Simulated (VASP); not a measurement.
Here is a VASP 6.6.1 calculation.

File INCAR:

```
PREC = Accurate
ENCUT = 600
EDIFF = 1E-7
ISMEAR = 0
SIGMA = 0.03
LREAL = F
LASPH = T
NELM = 80
ALGO = Normal
ISIF = 3
LWAVE = F
LCHARG = F
GGA = PS
IBRION = 2
NSW = 90
EDIFFG = -0.005
KPAR = 4
```

The input KPOINTS:

```
Automatic mesh
0
Gamma
  10 10 10
```

File POSCAR:

```
Ge                                      
1.0
    0.0000000000      2.8376024269      2.8376024269
    2.8376024269      0.0000000000      2.8376024269
    2.8376024269      2.8376024269      0.0000000000
  Ge            
     2
Direct
     0.0000000000000000    0.0000000000000000    0.0000000000000000
     0.2500000000000000    0.2500000000000000    0.2500000000000000
```

Potentials or basis: VASP PAW PBE potentials, release 64 (Ge_d).

Command:

```bash
$ cat potpaw_PBE.64/Ge_d/POTCAR > POTCAR
$ mpirun -np 4 vasp_std > vasp.out
```

Q: Estimate the space group after relaxing (to 0.05 Å).

A: Fd-3m (No. 227).

Q: Predict the band gap on the k mesh.

A: None (metal or under the smearing width).

Q: Estimate the relaxed cell.

A: a = 4.012 Å, b = 4.012 Å, c = 4.012 Å, α = 60.00°, β = 60.00°, γ = 60.00°.

Q: Estimate the relaxed volume.

A: 22.83 Å³/atom.

Final structure:
```
Ge
1.0
     0.00000    2.83700    2.83700
     2.83700    0.00000    2.83700
     2.83700    2.83700    0.00000
Ge
2
Direct
  0.00000 0.00000 0.00000
  0.25000 0.25000 0.25000
```

Caveat: the PAW data sets were made with another functional, which shifts forces and pressure a little; this crystal is a semiconductor, whose small gap the functional closes, so the metal is an error of the method.
